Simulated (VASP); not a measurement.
Wanted: the native input for a VASP 6.6.1 run.

```
Task                   : single point
Functional             : r2SCAN
Potentials or basis    : VASP PAW PBE potentials, release 64 (Ge_d)
Cutoff                 : 520 eV
k mesh                 : 24 × 24 × 20
Occupations            : gaussian, width 0.1 eV
Spin                   : no spin polarisation
Dipole correction      : no
Further INCAR settings : ALGO = Normal; EDIFF = 1e-06; NBANDS = 13
```

The system is Ge.

```
Ge
1.0
     2.84975    0.00000    0.00000
    -1.42488    2.46796    0.00000
     0.00000    0.00000    2.65475
Ge
1
Cartesian
  0.0000 0.0000 0.0000
```

The cell was built by a generator and needn't be a form met in nature.

The input as run:

POSCAR

```
Ge
1.0
    2.8497545412      0.0000000000      0.0000000000
   -1.4248772706      2.4679598272      0.0000000000
    0.0000000000      0.0000000000      2.6547499009
Ge
1
Direct
    0.0000000000      0.0000000000      0.0000000000
```

INCAR.step1

```
ALGO = Normal ; EDIFF = 1E-4
ENCUT = 520 ; GGA = PE
ISMEAR = 0 ; LASPH = T
LCHARG = F ; LREAL = F
LWAVE = T ; NBANDS = 13
NELM = 100 ; PREC = Accurate
SIGMA = 0.1
```

INCAR.step2

```
ALGO = Normal ; EDIFF = 1E-6
ENCUT = 520 ; ISIF = 2
ISMEAR = 0 ; ISTART = 1
LASPH = T ; LCHARG = F
LMIXTAU = T ; LREAL = F
LWAVE = F ; METAGGA = R2SCAN
NBANDS = 13 ; NELM = 100
PREC = Accurate ; SIGMA = 0.1
```

KPOINTS

```
k-points
0
Gamma
  24 24 20
```

Potentials or basis: VASP PAW PBE potentials, release 64 (Ge_d).

Run with:

```sh
$ cat potpaw_PBE.64/Ge_d/POTCAR > POTCAR
$ cp INCAR.step1 INCAR
$ mpirun -np 1 vasp_std > vasp.out
$ cp INCAR.step2 INCAR
$ mpirun -np 1 vasp_std > vasp.out
```

It gave:

| Quantity | Value |
| --- | --- |
| Pressure | -0.2 GPa |
| Band gap on the k mesh | none (metal or under the smearing width) |

Caveat: the PAW data sets were made with another functional, which shifts forces and pressure a little.

Run time: 2.6 min on 1 thread of Intel(R) Xeon(R) Platinum 8488C (Sapphire Rapids), on a shared host, peak memory 0.26 GiB.
